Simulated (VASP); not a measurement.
# Te (P3_121) in VASP: a series of runs, part 2 of 2

VASP 6.6.1. The steps go on from the part before.

## 3. Single point, HSE06, non-collinear spin, zero start, spin-orbit coupling

This run uses another cell than the first one, of 31.13 Å³/atom, 0.898 times its volume.

The input, POSCAR:

```
Te
1.0
    4.2369800000      0.0000000000      0.0000000000
   -2.1184900000      3.6693324000      0.0000000000
    0.0000000000      0.0000000000      6.0071918000
Te
3
Direct
    0.2920920000      0.0000000000      0.3333333000
    0.0000000000      0.2920921000      0.6666667000
    0.7079080000      0.7079081000      0.0000000000
```

The input, INCAR.step1:

```
  PREC = Accurate
  ENCUT = 300
  EDIFF = 1E-5
  ISMEAR = 0
  SIGMA = 0.01
  LREAL = False
  LASPH = True
  NELM = 60
  ALGO = Normal
  ISIF = 2
  LWAVE = True
  LCHARG = False
  MAGMOM = 0 0 0 0 0 0 0 0 0
  LORBIT = 11
  LSORBIT = True
  GGA_COMPAT = False
  NBANDS = 31
  GGA = PE
```

The input, INCAR.step2:

```
  PREC = Accurate
  ENCUT = 300
  EDIFF = 1E-6
  ISMEAR = 0
  SIGMA = 0.01
  LREAL = False
  LASPH = True
  NELM = 60
  ALGO = Normal
  ISIF = 2
  LWAVE = False
  LCHARG = False
  MAGMOM = 0 0 0 0 0 0 0 0 0
  LORBIT = 11
  LSORBIT = True
  GGA_COMPAT = False
  GGA = PE
  LHFCALC = True
  HFSCREEN = 0.2
  PRECFOCK = Normal
  NBANDS = 31
  ISTART = 1
```

The input, KPOINTS:

```
regular mesh
0
Gamma
  3 3 2
```

Potentials or basis: VASP PAW PBE potentials, release 64 (Te).

Command:

```sh
cat potpaw_PBE.64/Te/POTCAR > POTCAR
cp INCAR.step1 INCAR
mpirun -np 1 vasp_ncl > vasp.out
cp INCAR.step2 INCAR
mpirun -np 1 vasp_ncl > vasp.out
```

OUTCAR:

```text
PREC = Accurate
   ENCUT = 300
   EDIFF = 1E-6
   ISMEAR = 0
   LREAL = False
   LASPH = True
   NELM = 60
   ISIF = 2
   LORBIT = 11
   LSORBIT = True
   GGA = PE
   LHFCALC = True
   HFSCREEN = 0.2
   PRECFOCK = Normal
   ISTART = 1

 ion  position               nearest neighbor table
   1  0.292  0.000  0.333-   3 2.93   2 2.93   3 3.29   2 3.29   3 3.29   2 3.29
   2  0.000  0.292  0.667-   3 2.93   1 2.93   3 3.29   3 3.29   1 3.29   1 3.29
   3  0.708  0.708  0.000-   1 2.93   2 2.93   1 3.29   2 3.29   2 3.29   1 3.29

  LATTYP: Found a hexagonal cell.
 ALAT       =     4.2369800000
 C/A-ratio  =     1.4178003672

  Lattice vectors:

 A1 = (   4.2369800000,   0.0000000000,   0.0000000000)
 A2 = (  -2.1184900000,   3.6693324000,   0.0000000000)
 A3 = (   0.0000000000,   0.0000000000,   6.0071918000)

Analysis of symmetry for initial positions (statically):
=====================================================================
 Subroutine PRICEL returns:
 Original cell was already a primitive cell.

 Routine SETGRP: Setting up the symmetry group for a
 hexagonal supercell.

 Subroutine GETGRP returns: Found  6 space group operations
 (whereof  2 operations were pure point group operations)
 out of a pool of 24 trial point group operations.

The static configuration has the point symmetry C_2 .
 The point group associated with its full space group is D_3 .

Analysis of symmetry for dynamics (positions and initial velocities):
=====================================================================
 Subroutine PRICEL returns:
[... 454 lines left out ...]
      direct lattice vectors                 reciprocal lattice vectors
     4.236980000  0.000000000  0.000000000     0.236017163  0.136264570  0.000000000
    -2.118490000  3.669332400  0.000000000     0.000000000  0.272529139  0.000000000
     0.000000000  0.000000000  6.007191800     0.000000000  0.000000000  0.166467134

 POSITION                                       TOTAL-FORCE (eV/Angst)
 -----------------------------------------------------------------------------------
      1.23759      0.00000      2.00240        -0.851915      0.000000      0.000000
     -0.61879      1.07178      4.00479         0.425958     -0.737780      0.000000
      1.49970      2.59755      0.00000         0.425958      0.737780      0.000000
 -----------------------------------------------------------------------------------
    total drift:                               -0.052875      0.067389     -0.056692

  FREE ENERGIE OF THE ION-ELECTRON SYSTEM (eV)
  ---------------------------------------------------
  free  energy   TOTEN  =       -11.8012732773 eV

  energy  without entropy=      -11.8012732773  energy(sigma->0) =      -11.80127328

 Spin-Orbit-Coupling matrix elements

 Ion:    1  E_soc:     -0.2482045
 l=   1
     0.0000000    -0.0433627    -0.0415435
    -0.0433627     0.0000000    -0.0389250
    -0.0415435    -0.0389250     0.0000000
 l=   2
     0.0000000    -0.0000190     0.0000000    -0.0000112    -0.0000416
    -0.0000190     0.0000000    -0.0000022    -0.0000599    -0.0000184
     0.0000000    -0.0000022     0.0000000    -0.0001038     0.0000000
    -0.0000112    -0.0000599    -0.0001038     0.0000000    -0.0000150
    -0.0000416    -0.0000184     0.0000000    -0.0000150     0.0000000
 l=   3
     0.0000000     0.0000000     0.0000000     0.0000000     0.0000000     0.0000000     0.0000000
     0.0000000     0.0000000     0.0000000     0.0000000     0.0000000     0.0000000     0.0000000
     0.0000000     0.0000000     0.0000000     0.0000000     0.0000000     0.0000000     0.0000000
     0.0000000     0.0000000     0.0000000     0.0000000     0.0000000     0.0000000     0.0000000
[... 29 lines left out ...]
 l=   2
     0.0000000    -0.0000145     0.0000000    -0.0000182    -0.0000415
    -0.0000145     0.0000000    -0.0000839    -0.0000594    -0.0000143
     0.0000000    -0.0000839     0.0000000    -0.0000295     0.0000000
    -0.0000182    -0.0000594    -0.0000295     0.0000000    -0.0000164
    -0.0000415    -0.0000143     0.0000000    -0.0000164     0.0000000
 l=   3
     0.0000000     0.0000000     0.0000000     0.0000000     0.0000000     0.0000000     0.0000000
     0.0000000     0.0000000     0.0000000     0.0000000     0.0000000     0.0000000     0.0000000
     0.0000000     0.0000000     0.0000000     0.0000000     0.0000000     0.0000000     0.0000000
     0.0000000     0.0000000     0.0000000     0.0000000     0.0000000     0.0000000     0.0000000
     0.0000000     0.0000000     0.0000000     0.0000000     0.0000000     0.0000000     0.0000000
     0.0000000     0.0000000     0.0000000     0.0000000     0.0000000     0.0000000     0.0000000
     0.0000000     0.0000000     0.0000000     0.0000000     0.0000000     0.0000000     0.0000000

 total charge

# of ion       s       p       d       tot
------------------------------------------
    1        1.398   1.920   0.049   3.368
    2        1.398   1.920   0.049   3.368
    3        1.398   1.920   0.049   3.368
--------------------------------------------------
tot          4.194   5.761   0.148  10.103

 magnetization (x)

# of ion       s       p       d       tot
------------------------------------------
    1        0.000  -0.004   0.000  -0.003
    2       -0.000   0.002  -0.000   0.002
    3       -0.000   0.002  -0.000   0.002
--------------------------------------------------
tot          0.000   0.000  -0.000   0.000

 magnetization (y)

# of ion       s       p       d       tot
------------------------------------------
    1        0.000   0.000   0.000   0.000
    2        0.000  -0.003   0.000  -0.003
    3       -0.000   0.003  -0.000   0.003
--------------------------------------------------
tot          0.000   0.000   0.000   0.000

 magnetization (z)

# of ion       s       p       d       tot
------------------------------------------
    1        0.000  -0.000  -0.000  -0.000
    2       -0.000   0.000   0.000   0.000
    3        0.000   0.000  -0.000  -0.000
--------------------------------------------------
tot         -0.000  -0.000  -0.000  -0.000
```

OSZICAR.step1:

```text
N       E                     dE             d eps       ncg     rms          rms(c)
DAV:   1     0.576012869821E+02    0.57601E+02   -0.46097E+03   496   0.601E+02
DAV:   2    -0.518098853717E+01   -0.62782E+02   -0.60090E+02   666   0.127E+02
DAV:   3    -0.927386726888E+01   -0.40929E+01   -0.40514E+01   618   0.333E+01
DAV:   4    -0.935096208409E+01   -0.77095E-01   -0.77059E-01   576   0.550E+00
DAV:   5    -0.935268059252E+01   -0.17185E-02   -0.17185E-02   618   0.784E-01    0.139E+01
DAV:   6    -0.935021131696E+01    0.24693E-02   -0.73710E-03   573   0.543E-01    0.854E+00
DAV:   7    -0.935091919697E+01   -0.70788E-03   -0.91656E-03   566   0.607E-01    0.349E+00
DAV:   8    -0.935168787255E+01   -0.76868E-03   -0.10149E-03   590   0.199E-01    0.149E-01
DAV:   9    -0.935169251022E+01   -0.46377E-05   -0.97395E-05   594   0.569E-02
   1 F= -.93516925E+01 E0= -.93513791E+01  d E =-.626877E-03  mag=     0.0000     0.0000     0.0000
```

Wall time 34 min (1 thread of Intel Xeon Platinum 8488C (Sapphire Rapids), shared host); peak memory 0.34 GiB.

What came out:

* Free energy: -11.8013 eV
* Pressure: 2.0 GPa
* Largest force: 0.852 eV/Å
* Net moment: 0.04 μB per cell
* Valence electrons inside the program's atomic spheres: Te 3.37

Forces in eV/Å, atoms in the order of the input:
```
Te  -0.852  0.000  0.000
Te   0.426 -0.738  0.000
Te   0.426  0.738  0.000
```

Moments on the atoms (μB; x, y, z):
```
Te  0.00 0.00 0.00
Te  0.00 0.00 0.00
Te  0.00 0.00 0.00
```

Caveat: the k mesh is coarse (spacing up to 0.57 Å⁻¹), so the values aren't converged, least of all with exact exchange; the PAW data sets were made with another functional, which shifts forces and pressure a little.

## 4. Single point, PBE, non-collinear spin, zero start, spin-orbit coupling

This run uses another cell than the first one, of 33.50 Å³/atom, 0.966 times its volume.

The input, INCAR:

```
SYSTEM = Te
PREC = Accurate
ENCUT = 300
EDIFF = 1E-6
ISMEAR = 0
SIGMA = 0.01
LREAL = .FALSE.
LASPH = .TRUE.
NELM = 60
ALGO = Normal
ISIF = 2
LWAVE = .FALSE.
LCHARG = .FALSE.
MAGMOM = 0 0 0 0 0 0 0 0 0
LORBIT = 11
LSORBIT = .TRUE.
GGA_COMPAT = .FALSE.
GGA = PE
```

The input, KPOINTS:

```
regular mesh
0
G
  9 9 6
  0 0 0
```

The input, POSCAR:

```
Te
1.0
    4.4123752000      0.0000000000      0.0000000000
   -2.2061876000      3.8212290000      0.0000000000
    0.0000000000      0.0000000000      5.9614191000
Te
3
Direct
    0.2774719000      0.0000000000      0.3333334000
    0.0000001000      0.2774720000      0.6666666000
    0.7225279000      0.7225280000      0.0000000000
```

Command:

```sh
cat potpaw_PBE.64/Te/POTCAR > POTCAR
mpirun -np 1 vasp_ncl > vasp.out
```

Wall time 3 min (1 thread of Intel Xeon Platinum 8488C (Sapphire Rapids), shared host); peak memory 0.36 GiB.

It converged, with:

* Free energy: -9.7665 eV
* Pressure: 1.3 GPa
* Largest force: 0.028 eV/Å
* Net moment: 0.00 μB per cell
* Valence electrons inside the program's atomic spheres: Te 3.29

Forces on the atoms (eV/Å):
```
Te   0.028  0.000  0.000
Te  -0.014  0.024  0.000
Te  -0.014 -0.024  0.000
```

Stress tensor (GPa, compression positive):
```
1.20 0.00 0.00
0.00 1.20 0.00
0.00 0.00 1.52
```

Moments on the atoms (μB; x, y, z):
```
Te  0.00 0.00 0.00
Te  0.00 0.00 0.00
Te  0.00 0.00 0.00
```

## 5. Overview

```csv
level,cell,k mesh,pressure (GPa),geometry from,grid for exact exchange (PRECFOCK),screening parameter,mesh quality,pressure (GPa),moment (μB),largest force (eV/Å)
PBE,"P3_121, 34.68 Å³/atom",9 × 9 × 6,0,optB88-vdW,-,-,not flagged,0.0,0.00,0.05
HSE06,"P3_121, 31.13 Å³/atom",3 × 3 × 2,4,optB88-vdW,Normal,0.2 1/A,coarse,2.0,0.04,0.85
PBE,"P3_121, 33.5 Å³/atom",9 × 9 × 6,1,PBE,-,-,not flagged,1.3,0.00,0.03
```

Alike in all rows: task single point; potentials or basis VASP PAW PBE potentials, release 64 (Te); spin non-collinear, zero start, SOC; cutoff (eV) 300; smearing gaussian 0.01 eV.

Caveats: some runs use coarse meshes; the PAW data sets were made with another functional, which shifts forces and pressure a little (some runs).

Total energies depend on the potentials used, so only differences within one code and one set of settings carry meaning.
